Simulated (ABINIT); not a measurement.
Set up this calculation in ABINIT 10.8.3 (patched build), as the native input.

| Property | Result |
| --- | --- |
| Task | single point |
| Functional | PBE |
| Potentials or basis | PseudoDojo NC SR PBE v0.5 standard |
| Cutoff | 1252 eV |
| k mesh | 11 × 11 × 11 |
| Occupations | fermi-dirac, width 0.05 eV |
| Spin | no spin polarisation |

Crystal: Cu.

```
Cu
1.0
     1.21846   -3.97638    0.00000
     1.21846    3.97638    0.00000
     0.00000    0.00000    2.47550
Cu
2
Direct
  0.86613 0.13387 0.75000
  0.13387 0.86613 0.25000
```

This isn't the form of Cu at room conditions, which is fcc.

The input as run:

run.abi

```
pp_dirpath "./"
pseudos "Cu.upf"

acell 7.8591335051 7.8591335051 4.6780085622
rprim
     0.2929792025    -0.9561188142     0.0000000000
     0.2929792025     0.9561188142     0.0000000000
     0.0000000000     0.0000000000     1.0000000000
ntypat 1
znucl 29
natom 2
typat 1 1
xcart
     2.3025626669    -5.5024463330     3.5085064216
     2.3025626669     5.5024463330     1.1695021405
chkprim 0
chksymtnons 0
tolsym 1.0e-6

ecut 46.0

kptopt 1
ngkpt 11 11 11
nshiftk 1
shiftk 0.0 0.0 0.0

ixc 11

nband 23
occopt 3
tsmear 0.05 eV

nstep 100
tolvrs 1.0e-10

iomode 3
prtwf 0
prtden 0
prteig 0
prtebands 0
enunit 1
```

Potentials or basis: PseudoDojo NC SR PBE v0.5 standard.

Run with:

```bash
$ abinit run.abi > log 2>&1
```

It gave:

* Pressure: 6.5 GPa
* Largest force: 0.044 eV/Å
* Band gap on the k mesh: none (metal or under the smearing width)
* Valence electrons inside the program's atomic spheres: Cu 17.37 (radii [1.0584] Å)

It took 7.5 min on 1 thread of Arm Neoverse V1, on a shared host, peak memory 0.25 GiB.
